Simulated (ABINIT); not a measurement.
La2O3: single point with PBE

La2O3:

```
CELL_PARAMETERS angstrom
3.93078 0.00000 0.00000
-1.96539 3.40415 0.00000
0.00000 0.00000 6.11195
ATOMIC_POSITIONS crystal
La 0.33947 0.65881 0.24598
La 0.67546 0.33874 0.75523
O 0.00556 0.00248 0.99664
O 0.33621 0.66433 0.65016
O 0.67194 0.32665 0.35699
```

The cell is a database's computed one.

The cell isn't the ideal one: atoms moved at random, drawn with an rms of 0.05 Å.

| Quantity | Value |
| --- | --- |
| Program | ABINIT 10.8.3 (patched build) |
| Task | single point |
| Functional | PBE |
| Potentials or basis | JTH PAW PBE v2.0 |
| Cutoff | 626 eV |
| k mesh | 8 × 8 × 5 |
| Occupations | fermi-dirac, width 0.05 eV |
| Spin | no spin polarisation |
| Fine-grid cutoff | 1224.51 eV |

```json
{
  "Pressure": "2.7 GPa",
  "Largest force": "0.262 eV/Å",
  "Band gap on the k mesh": "3.85 eV, indirect (least direct gap 4.04 eV)",
  "Valence electrons inside the program's atomic spheres": "La 7.96, 7.98; O 4.48, 4.56"
}
```

Forces in eV/Å, atoms in the order of the input:
```
La  -0.054  0.067  0.083
La  -0.021 -0.193  0.083
O    0.016 -0.055  0.249
O    0.082  0.114 -0.222
O   -0.022  0.067 -0.194
```

Stress tensor (GPa, compression positive):
```
 3.15  0.01  0.07
 0.01  2.26 -0.35
 0.07 -0.35  2.57
```

Levels at points of the mesh, in eV from the valence-band top:
| k point | band 18 | band 19 | band 20 | band 21 | band 22 | band 23 |
| --- | --- | --- | --- | --- | --- | --- |
| (0.00, 0.00, 0.00) | -0.38 | -0.34 | -0.10 | 4.33 | 4.58 | 4.60 |
| (0.50, 0.00, 0.00) | -0.61 | -0.40 | -0.28 | 3.85 | 4.71 | 5.15 |
| (0.00, 0.50, 0.00) | -0.64 | -0.37 | -0.25 | 3.88 | 4.73 | 5.14 |
| (0.50, 0.50, 0.00) | -0.61 | -0.40 | -0.29 | 3.85 | 4.71 | 5.15 |

Run time: 13 min on 1 thread of Arm Neoverse V2 (shared host), peak memory 0.58 GiB.

Caveat: spin-orbit coupling is left out, which moves the levels of the heavy elements; an odd mesh through Γ misses points on the zone boundary, where band edges often lie.
